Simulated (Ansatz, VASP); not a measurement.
**GaSi63H (Ga-H pair in Si): VASP beside Ansatz**

One calculation is typed for both programs; each brings its own data sets. How far apart do they land? Of the first pair: The structure shown is the start of the Ansatz relaxation below; VASP solves that cell, so the two are compared at the walk's first step.

Main program and level: Ansatz 0.2.0; plane waves, with VASP 6.6.1 beside it; single point at HSE06.

**1. Set-up**

The cell holds 65 atoms: 63 Si, 1 Ga and 1 H. Its edges and angles: a = 10.940 Å, b = 10.940 Å, c = 10.940 Å, α = 90.0°, β = 90.0°, γ = 90.0°. It derives from Si (Si (Fd-3m)). Nearest the centre at fractional (0.346, 0.346, 0.346): H65 at 0.54 Å, Ga64 at 0.99 Å, Si4 at 2.07 Å, Si26 at 2.59 Å, Si41 at 2.60 Å, Si48 at 2.61 Å, Si6 at 3.41 Å, Si5 at 3.43 Å.

**2. Ansatz: relaxation, HSE06**

Ansatz runs on its default PAW (the set named soft_2) files.

The two programs are compared at the cell with which this relaxation starts, whose forces are those of its first step.

Input file input.yaml:

```yaml
relax:
  f_tol: 0.01
  max_steps: 80
  random_displacement: { amplitude: 0.02, seed: 972 }
crystal:
  lattice:
    - [10.93956647, 0.0, 0.0]
    - [0.0, 10.93956647, 0.0]
    - [0.0, 0.0, 10.93956647]
  atoms:
    - { symbol: Si, position: [0.0, 0.0, 0.25] }
    - { symbol: Si, position: [0.0, 0.25, 0.0] }
    - { symbol: Si, position: [0.25, 0.0, 0.0] }
    - { symbol: Si, position: [0.236809349, 0.236809349, 0.236809349] }
    - { symbol: Si, position: [0.125, 0.125, 0.375] }
    - { symbol: Si, position: [0.125, 0.375, 0.125] }
    - { symbol: Si, position: [0.375, 0.125, 0.125] }
    - { symbol: Ga, position: [0.398748656, 0.398748656, 0.398748656] }
    - { symbol: Si, position: [0.0, 0.0, 0.75] }
    - { symbol: Si, position: [0.0, 0.25, 0.5] }
    - { symbol: Si, position: [0.25, 0.0, 0.5] }
    - { symbol: Si, position: [0.25, 0.25, 0.75] }
    - { symbol: Si, position: [0.125, 0.125, 0.875] }
    - { symbol: Si, position: [0.125, 0.375, 0.625] }
    - { symbol: Si, position: [0.375, 0.125, 0.625] }
    - { symbol: Si, position: [0.375, 0.375, 0.875] }
    - { symbol: Si, position: [0.0, 0.5, 0.25] }
    - { symbol: Si, position: [0.0, 0.75, 0.0] }
    - { symbol: Si, position: [0.25, 0.5, 0.0] }
    - { symbol: Si, position: [0.25, 0.75, 0.25] }
    - { symbol: Si, position: [0.125, 0.625, 0.375] }
    - { symbol: Si, position: [0.125, 0.875, 0.125] }
    - { symbol: Si, position: [0.375, 0.625, 0.125] }
    - { symbol: Si, position: [0.375, 0.875, 0.375] }
    - { symbol: Si, position: [0.0, 0.5, 0.75] }
    - { symbol: Si, position: [0.0, 0.75, 0.5] }
    - { symbol: Si, position: [0.25, 0.5, 0.5] }
    - { symbol: Si, position: [0.25, 0.75, 0.75] }
    - { symbol: Si, position: [0.125, 0.625, 0.875] }
    - { symbol: Si, position: [0.125, 0.875, 0.625] }
    - { symbol: Si, position: [0.375, 0.625, 0.625] }
    - { symbol: Si, position: [0.375, 0.875, 0.875] }
    - { symbol: Si, position: [0.5, 0.0, 0.25] }
    - { symbol: Si, position: [0.5, 0.25, 0.0] }
    - { symbol: Si, position: [0.75, 0.0, 0.0] }
    - { symbol: Si, position: [0.75, 0.25, 0.25] }
    - { symbol: Si, position: [0.625, 0.125, 0.375] }
    - { symbol: Si, position: [0.625, 0.375, 0.125] }
    - { symbol: Si, position: [0.875, 0.125, 0.125] }
    - { symbol: Si, position: [0.875, 0.375, 0.375] }
    - { symbol: Si, position: [0.5, 0.0, 0.75] }
    - { symbol: Si, position: [0.5, 0.25, 0.5] }
    - { symbol: Si, position: [0.75, 0.0, 0.5] }
    - { symbol: Si, position: [0.75, 0.25, 0.75] }
    - { symbol: Si, position: [0.625, 0.125, 0.875] }
    - { symbol: Si, position: [0.625, 0.375, 0.625] }
    - { symbol: Si, position: [0.875, 0.125, 0.625] }
    - { symbol: Si, position: [0.875, 0.375, 0.875] }
    - { symbol: Si, position: [0.5, 0.5, 0.25] }
    - { symbol: Si, position: [0.5, 0.75, 0.0] }
    - { symbol: Si, position: [0.75, 0.5, 0.0] }
    - { symbol: Si, position: [0.75, 0.75, 0.25] }
    - { symbol: Si, position: [0.625, 0.625, 0.375] }
    - { symbol: Si, position: [0.625, 0.875, 0.125] }
    - { symbol: Si, position: [0.875, 0.625, 0.125] }
    - { symbol: Si, position: [0.875, 0.875, 0.375] }
    - { symbol: Si, position: [0.5, 0.5, 0.75] }
    - { symbol: Si, position: [0.5, 0.75, 0.5] }
    - { symbol: Si, position: [0.75, 0.5, 0.5] }
    - { symbol: Si, position: [0.75, 0.75, 0.75] }
    - { symbol: Si, position: [0.625, 0.625, 0.875] }
    - { symbol: Si, position: [0.625, 0.875, 0.625] }
    - { symbol: Si, position: [0.875, 0.625, 0.625] }
    - { symbol: Si, position: [0.875, 0.875, 0.875] }
    - { symbol: H, position: [0.316442, 0.316442, 0.316442] }
basis:
  ecutwfc: 420
  xc_grid: 2
hamiltonian:
  xc: hse06
kpoints:
  mp_grid: { grid: [1, 1, 1] }
scf:
  occupations: { method: fermi_dirac, width: 0.01 }
  max_iter: 120
output:
  forces: true
checkpoint:
  write: "../relax.run"
  compress: false
  write_wavefunctions: true
  write_every: 100000
```

The run is started by

```sh
> ansatz run input.yaml --threads 4 --pin off --max-ram 7536MiB --backend cpu --events-out ev --progress --plain --runs-dir out
```

Numbers of over 12 decimals in the logs are rounded to 6 here.

What it wrote:

```text
exact exchange: scf.exx.singularity resolves to wigner_seitz, which cuts the screened interaction at the faces of the exchange supercell's Wigner-Seitz cell, so that each pair interacts once, at the shortest of its separations (the periodic images that this leaves out come, for a point-like exchange hole, to about 0.003 eV on a filled level). The cut falls within the interaction's reach, and what an exchange supercel [...]
Engine: ansatz 0.2.0, x86_64-unknown-linux-gnu
Pseudopotentials: kind: paw
Pseudopotential: Si, paw, valence charge 4, recommended cutoff 420 eV (normal), Si.paw.azcp
Pseudopotential: Ga, paw, valence charge 13, recommended cutoff 420 eV (normal), Ga.paw.azcp
Pseudopotential: H, paw, valence charge 1, recommended cutoff 420 eV (normal), H.paw.azcp
Functional definition: HSE06
  parameter a = 0.25
  parameter omega = 0.11/bohr
  exchange = pbe_x - a*pbe_x_sr(omega) + a*exact_x_sr(omega)
  correlation = pbe_c
Crystal: 65 atoms, lattice volume = 1309.183 Å³
Basis set: ecut = 420 eV, 25677 PW (Γ), exchange–correlation on 150×150×150 points (8 copies of the dense FFT grid, shifted against one another)
Bands: 198, of which v1, the nominal top of the filled ones, is band 133 counted from 1 (132 counted from 0)
Symmetry: 1 space group operations
k-points: 1
Non-local potential: Si, projectors of the file, l = 0: 2, l = 1: 2, l = 2: 2
Non-local potential: Ga, projectors of the file, l = 0: 2, l = 1: 2, l = 2: 3, l = 3: 1
Non-local potential: H, projectors of the file, l = 0: 2, l = 1: 1
PAW form: soft (Blöchl's): semilocal exchange-correlation on the pseudo side does not see the compensation charge
PAW frozen core: Si, regenerated for the run's functional, and the local potential with it (the file was generated under x = pbe(κ = 0.804, μ = 0.219515), c = pbe(β = 0.066725))
PAW frozen core: Ga, regenerated for the run's functional, and the local potential with it (the file was generated under x = pbe(κ = 0.804, μ = 0.219515), c = pbe(β = 0.066725))
PAW one-centre angular grid: Si, 110 points (default); XC on 64 Gauss nodes
PAW one-centre angular grid: Ga, 590 points (default); XC on 64 Gauss nodes
PAW one-centre angular grid: H, 110 points (default); XC on 64 Gauss nodes
Initial density: superposition of atomic densities (neutral atoms: chi_scale 0, normalization atom), corrected by the library's trained network
Initial wavefunctions: pseudopotential atomic-orbital guess
Functional: x = pbe(κ = 0.804, μ = 0.219515), c = pbe(β = 0.066725), warm-up for x = pbe(κ = 0.804, μ = 0.219515) + 0.25 (exact − pbe) at short range (hse, ω = 0.207870 Å⁻¹), c = pbe(β = 0.066725); HSE06 as pw.x's `hse` composes it (authors' and Libxc's form: `xc: wpbeh`)
SCF iter   1: F=—  HF=-43846.408176 eV  |F-HF|=—  |Δ(HF+E_count)|=         —  Δρ=2.03e-3  dr2=1.15e-1  ethr=1.77e-3  ⟨swp⟩=18.0  Hψ=1400  notcnv=0  reapply=1
preconditioner: auto → none  [insulator: Δε(μ)=0.605 eV  Ē_g=8.227 eV  σ=0.010 eV  W_gap=1.00  n_scr=202 (ndim 8)  ℏωp=16.7 eV  f_vac=0.000  D(μ)=0.00/eV (n_scr^D=0)]
SCF iter   2: F=—  HF=-43846.398753 eV  |F-HF|=—  |Δ(HF+E_count)|=   9.42e-3  Δρ=1.00e-3  dr2=2.17e-2  ethr=4.31e-5  ⟨swp⟩=8.0  Hψ=654  notcnv=0  defer=6
SCF iter   3: F=—  HF=-43846.397563 eV  |F-HF|=—  |Δ(HF+E_count)|=   1.19e-3  Δρ=3.91e-4  dr2=7.07e-3  ethr=8.15e-6  ⟨swp⟩=11.0  Hψ=608  notcnv=0  defer=1
iter 4 solved again at ethr=5.70e-8 eV; its pass at ethr=2.66e-6 eV (dr2=1.52e-4 eV) is discarded
SCF iter   4: F=—  HF=-43846.396430 eV  |F-HF|=—  |Δ(HF+E_count)|=   1.13e-3  Δρ=8.87e-5  dr2=1.71e-4  ethr=5.70e-8  ⟨swp⟩=4.0  Hψ=934  notcnv=0
SCF iter   5: F=—  HF=-43846.396475 eV  |F-HF|=—  |Δ(HF+E_count)|=   4.54e-5  Δρ=3.98e-5  dr2=3.32e-5  ethr=5.70e-8  ⟨swp⟩=3.0  Hψ=405  notcnv=0
SCF iter   6: F=—  HF=-43846.396489 eV  |F-HF|=—  |Δ(HF+E_count)|=   1.39e-5  Δρ=1.50e-5  dr2=4.23e-6  ethr=1.25e-8  ⟨swp⟩=3.0  Hψ=392  notcnv=0
[...]
atom  41  Si     0.00007172     0.00059929    -0.00146631
  atom  42  Si     0.00137292     0.00244715     0.00113208
  atom  43  Si    -0.00051071     0.00025461    -0.00031300
  atom  44  Si     0.00060353     0.00079436     0.00120944
  atom  45  Si    -0.00032462     0.00159842    -0.00037170
  atom  46  Si     0.00364218    -0.00370430     0.00363036
  atom  47  Si    -0.00054723     0.00174988     0.00034466
  atom  48  Si     0.00050310    -0.00025070     0.00039156
  atom  49  Si     0.00032233     0.00018249     0.00213068
  atom  50  Si     0.00096862    -0.00082086     0.00110940
  atom  51  Si    -0.00039026     0.00073832     0.00059583
  atom  52  Si     0.00033711     0.00068359     0.00168887
  atom  53  Si     0.00432609     0.00336588    -0.00304048
  atom  54  Si     0.00027398    -0.00051565     0.00102090
  atom  55  Si    -0.00029564     0.00038726     0.00123520
  atom  56  Si    -0.00028857     0.00000212     0.00007079
  atom  57  Si    -0.00065802    -0.00098434    -0.00056869
  atom  58  Si    -0.00101971     0.00038151    -0.00014229
  atom  59  Si     0.00000414    -0.00070905    -0.00154754
  atom  60  Si    -0.00007322    -0.00011613     0.00063124
  atom  61  Si    -0.00046185    -0.00139574    -0.00047030
  atom  62  Si    -0.00059515    -0.00057208    -0.00158172
  atom  63  Si     0.00017734    -0.00050555    -0.00027132
  atom  64  Si    -0.00050791     0.00000609     0.00041281
  atom  65  H     -0.00772584    -0.00984836    -0.00749082
  max |Σ_I F_I| component: 1.15e-5 eV/Å
--- Band table (eV) ---
  k-point 0: bands = [... 129 lower, 4.8177, 5.6716, 5.7647, 5.7648, 6.9715, 6.9834, 7.0921, 7.0924, ... 43 higher]
  guard bands above this table: 18 of the run's 198 bands. The solve was not asked for them (output.publish_guard_bands: true or output.eigenvalues: true publishes all)
--- Relaxed structure (6 steps of the walk, 6 accepted, 0 SCFs on fresh bases) ---
  F+E_penalty+E_count = -43878.84132228 eV   max|allowed force component| = 9.848e-3 eV/Å
  atoms:
    - { symbol: Si, position: [-0.00257545, -0.00287053, 0.249463] }
    - { symbol: Si, position: [-0.00218338, 0.249179, -0.00211296] }
    - { symbol: Si, position: [0.249388, -0.00276945, -0.00237641] }
    - { symbol: Si, position: [0.231673, 0.231095, 0.231802] }
    - { symbol: Si, position: [0.119909, 0.119568, 0.376276] }
    - { symbol: Si, position: [0.120353, 0.376104, 0.120425] }
    - { symbol: Si, position: [0.376287, 0.119682, 0.120083] }
    - { symbol: Ga, position: [0.402037, 0.401886, 0.402107] }
    - { symbol: Si, position: [-3.609171991489836e-5, -0.000323706, 0.749704] }
    - { symbol: Si, position: [-0.000299207, 0.250489, 0.500195] }
    - { symbol: Si, position: [0.250850, -0.000589664, 0.500208] }
    - { symbol: Si, position: [0.250180, 0.249861, 0.749830] }
    - { symbol: Si, position: [0.124934, 0.124637, 0.874329] }
    - { symbol: Si, position: [0.124139, 0.375343, 0.626391] }
    - { symbol: Si, position: [0.375715, 0.123927, 0.626338] }
    - { symbol: Si, position: [0.375155, 0.374824, 0.874599] }
    - { symbol: Si, position: [-0.000277819, 0.499921, 0.251017] }
    - { symbol: Si, position: [-4.358889257369262e-5, 0.749240, 3.410004501150846e-7] }
    - { symbol: Si, position: [0.250929, 0.499912, -0.000236808] }
    - { symbol: Si, position: [0.250167, 0.749480, 0.250231] }
    - { symbol: Si, position: [0.124141, 0.626121, 0.375821] }
    - { symbol: Si, position: [0.124867, 0.873877, 0.124965] }
    - { symbol: Si, position: [0.375728, 0.626113, 0.124178] }
    - { symbol: Si, position: [0.375140, 0.874222, 0.375204] }
    - { symbol: Si, position: [-0.000491, 0.499570, 0.750717] }
[...]
- { symbol: Si, position: [0.500358, 0.500048, 0.750188] }
    - { symbol: Si, position: [0.500328, 0.749741, 0.500374] }
    - { symbol: Si, position: [0.750092, 0.500031, 0.500410] }
    - { symbol: Si, position: [0.750084, 0.749772, 0.750142] }
    - { symbol: Si, position: [0.625160, 0.624873, 0.875314] }
    - { symbol: Si, position: [0.625118, 0.874888, 0.625218] }
    - { symbol: Si, position: [0.875228, 0.624844, 0.625216] }
    - { symbol: Si, position: [0.875070, 0.874749, 0.875133] }
    - { symbol: H, position: [0.310759, 0.307769, 0.311861] }
```

The column dr2 measures how far the density is from self-consistency, as an energy; F and HF (Harris–Foulkes) agree once it is small.

**3. VASP: single point, HSE06, start cell, pair 1**

The same cell, functional, mesh and smearing now go to VASP, with its own data sets.

Lines of VASP's logs that name or quote its potential files are left out, and so is its time.

The run reads the wave functions of an earlier VASP run, which isn't shown here.

Input file INCAR:

```
SYSTEM = GaSi63H
PREC = Accurate
ENCUT = 400
EDIFF = 1E-06
NELM = 100
ISMEAR = -1
SIGMA = 0.01
LREAL = Auto
ALGO = Normal
LHFCALC = .TRUE.
AEXX = 0.25
GGA = PE
HFSCREEN = 0.208
LASPH = .TRUE.
NBANDS = 178
PRECFOCK = Fast
LORBIT = 11
LWAVE = .FALSE.
LCHARG = .FALSE.
ISIF = 2
```

Input file POSCAR:

```
GaSi63H
1.0
   10.9395664722      0.0000000000      0.0000000000
    0.0000000000     10.9395664722      0.0000000000
    0.0000000000      0.0000000000     10.9395664722
Si Ga H
63 1 1
Direct
    0.0016427525      0.9992805017      0.2503548936
    0.9985148406      0.2501971177      0.9989521523
    0.2488467899      0.9985859586      0.0001140813
    0.2372656180      0.2367892737      0.2350391130
    0.1259395428      0.1237806821      0.3740136330
    0.1265237524      0.3758477094      0.1255494908
    0.3752142291      0.1233458386      0.1257484018
    0.0000328167      0.0017330668      0.7494187289
    0.0017263938      0.2495070538      0.5003448733
    0.2512739428      0.9998229363      0.5012992986
    0.2508933976      0.2499234322      0.7515932209
    0.1250739692      0.1258523364      0.8766156341
    0.1239081095      0.3764247889      0.6246536385
    0.3759293397      0.1234622966      0.6246617741
    0.3762967217      0.3747549787      0.8762652546
    0.0005349389      0.5006129826      0.2483627671
    0.0003020229      0.7487754676      0.0013235442
    0.2493054004      0.4984843791      0.0007503040
    0.2501680489      0.7502992025      0.2482042599
    0.1268242214      0.6250011842      0.3748797551
    0.1260751058      0.8751007660      0.1264753044
    0.3741240579      0.6249233018      0.1233971203
    0.3751597479      0.8761400211      0.3764203098
    0.9991204405      0.5014389751      0.7492943181
    0.9982053219      0.7496813535      0.5001414831
    0.2498703223      0.4983471707      0.4992293812
    0.2515490908      0.7496066705      0.7508876171
    0.1254416255      0.6248993520      0.8732287540
    0.1235682423      0.8750985722      0.6261326733
    0.3735695569      0.6238653988      0.6249046539
    0.3732729273      0.8754919150      0.8753430974
    0.4994626628      0.9983013038      0.2495899638
    0.5009149141      0.2484933939      0.9995148802
    0.7494559333      0.9984237035      0.9992506102
    0.7503611794      0.2507175222      0.2483577395
    0.6265591070      0.1246135305      0.3758730303
    0.6253379435      0.3739080530      0.1264268564
    0.8762524570      0.1243238481      0.1261475035
    0.8762603184      0.3759038359      0.3759680066
    0.4983225811      0.0007164818      0.7501245155
    0.4990236143      0.2510560183      0.5011287252
    0.7500236889      0.9981979176      0.5003072118
    0.7493363673      0.2489265920      0.7486772004
    0.6246316997      0.1246513748      0.8732434712
    0.6242922896      0.3733148850      0.6249554786
    0.8734661492      0.1241348095      0.6254912402
    0.8742409514      0.3733404802      0.8751102728
    0.5011829321      0.5003637954      0.2513456093
    0.5005841880      0.7501483739      0.0017260282
    0.7496925971      0.4993755478      0.0016905606
    0.7502159268      0.7489361686      0.2514711170
    0.6261501329      0.6254683874      0.3763416960
    0.6255038550      0.8739551082      0.1235869816
    0.8757005156      0.6256572431      0.1234444714
    0.8735533555      0.8747672976      0.3760934229
    0.5016404456      0.5003747648      0.7492851770
    0.4997488716      0.7495122426      0.5017440146
    0.7498432430      0.5004437803      0.4982333636
    0.7485387123      0.7495048383      0.7509807652
    0.6265836967      0.6243265688      0.8743828217
    0.6239380708      0.8736318779      0.6244142323
    0.8749347631      0.6254117124      0.6267800481
    0.8736080195      0.8746449893      0.8761307886
    0.3976879716      0.3987158916      0.3972599838
    0.3174923804      0.3160681009      0.3178908423
```

Input file KPOINTS:

```
Automatic mesh
0
Gamma
1 1 1
0 0 0
```

PAW data sets: Si, Ga_d and H (PBE family, release 64).

The run is started by

```sh
> export OMP_NUM_THREADS=3
> mpirun -np 1 vasp_gam
```

What it wrote:

```text
[banner, memory and clock lines left out]
running    1 mpi-ranks, on    1 nodes
[...]
Offloading initialized ...    1 GPUs detected
[...]
LDA part: xc-table for (Slater+PW92), standard interpolation
 found WAVECAR, reading the header
 POSCAR, INCAR and KPOINTS ok, starting setup
[...]
reading WAVECAR
 the WAVECAR file was read successfully
 initial charge from wavefunction
 entering main loop
       N       E                     dE             d eps       ncg     rms          rms(c)
DAV:   1    -0.395094283736E+03   -0.39509E+03   -0.12864E+01   424   0.890E+00    0.197E+01
DAV:   2    -0.395188886348E+03   -0.94603E-01   -0.49525E-01   504   0.204E+00    0.125E+01
DAV:   3    -0.395176680797E+03    0.12206E-01   -0.29525E-02   512   0.410E-01    0.741E+00
DAV:   4    -0.395170802899E+03    0.58779E-02   -0.34257E-03   414   0.138E-01    0.429E+00
[...]
DAV:   9    -0.395167539440E+03    0.21991E-04   -0.98345E-06   390   0.604E-03    0.255E-01
DAV:  10    -0.395167534509E+03    0.49304E-05   -0.32745E-06   312   0.355E-03    0.145E-01
DAV:  11    -0.395167534452E+03    0.57313E-07   -0.13660E-06   230   0.248E-03
   1 F= -.39516753E+03 E0= -.39516753E+03  d E =-.461173E-11
```

Parts of OUTCAR (step 3):

```text
  Total       -1.5892175     -1.6885381     -1.9113635     -0.4313611     -0.2038121     -0.2660071
  in kB       -1.9448835     -2.0664319     -2.3391255     -0.5278995     -0.2494252     -0.3255393
  external PRESSURE =      -2.1168136 kB  Pullay stress =       0.0000000 kB

 POSITION                                       TOTAL-FORCE (eV/Angst)
 -----------------------------------------------------------------------------------
      0.01797     10.93170      2.73877        -0.325296     -0.121104      0.125842
     10.92332      2.73705     10.92810         0.216302     -0.009223      0.263135
      2.72228     10.92410      0.00125         0.037701      0.157890      0.024461
      2.59558      2.59037      2.57123         0.185510      0.072054      0.413868
      1.37772      1.35411      4.09155        -0.334647     -0.291263      0.504567
      1.38411      4.11161      1.37346        -0.831893      0.168827     -0.611676
      4.10468      1.34935      1.37563         0.390898     -0.413812     -0.697961
      0.00036      0.01896      8.19832        -0.109634     -0.180161      0.330853
      0.01889      2.72950      5.47356        -0.241764      0.027768     -0.040597
      2.74883     10.93763      5.48400        -0.178283     -0.044633     -0.074621
      2.74467      2.73405      8.22210        -0.069810      0.054375     -0.236794
      1.36826      1.37677      9.58979        -0.025620     -0.057229     -0.171898
      1.35550      4.11792      6.83344         0.233183     -0.167797      0.211154
      4.11250      1.35062      6.83353        -0.126570      0.406489      0.126891
[...]
-----------------------------------------------------------------------------------
    total drift:                               -0.026678     -0.036774     -0.022453

  FREE ENERGIE OF THE ION-ELECTRON SYSTEM (eV)
  ---------------------------------------------------
  free  energy   TOTEN  =      -395.1675344521 eV

  energy  without entropy=     -395.1675344521  energy(sigma->0) =     -395.16753445

[... 2 further parts left out ...]
```

The run ends at a pressure of -0.21 GPa, with forces up to 2.3 eV/Å.

**4. Side by side**

Known differences besides the potentials themselves: exact exchange at q = 0 is treated differently, which shows on coarse meshes; VASP keeps PBE cores, Ansatz makes them for the functional; the cutoff is 420 eV in Ansatz and 400 eV in VASP (PREC = Accurate, projectors in real space); VASP takes a coarser grid for exact exchange (PRECFOCK = Fast). Total energies have different zeros and are not compared.

Forces on 7 of the 65 atoms, those with the largest forces and the largest differences (eV/Å; atoms numbered as in POSCAR):

| atom | Ansatz x, y, z | VASP x, y, z |
| --- | --- | --- |
| Si6 | -0.834, 0.173, -0.613 | -0.832, 0.169, -0.612 |
| Si7 | 0.397, -0.415, -0.700 | 0.391, -0.414, -0.698 |
| Si26 | -1.091, 1.042, 0.937 | -1.085, 1.043, 0.937 |
| Si41 | 0.936, -1.232, 0.603 | 0.938, -1.226, 0.606 |
| Si48 | 0.767, 0.983, -1.207 | 0.767, 0.982, -1.200 |
| Ga64 | 0.758, 0.507, 0.688 | 0.754, 0.505, 0.685 |
| H65 | -1.307, -1.359, -1.322 | -1.329, -1.393, -1.342 |

The forces differ by 3.6 meV/Å r.m.s., which is 1.0 % of the r.m.s. force of 0.354 eV/Å (both taken over all components).

(Part 1 of 2 ends here.)

[Lines on the potential files, build, host, timing and source positions are cut from VASP's logs without a mark.]

[Logs are printed without paths, hosts, clocks, repeated set-up lines and the standing remarks that a program may print on its own settings, such as how far it seeks lower states.]

[Hosts, paths, dates, database ids (printed as entryN), source tags and the programs' standing remarks are cut or masked in the printed files.]
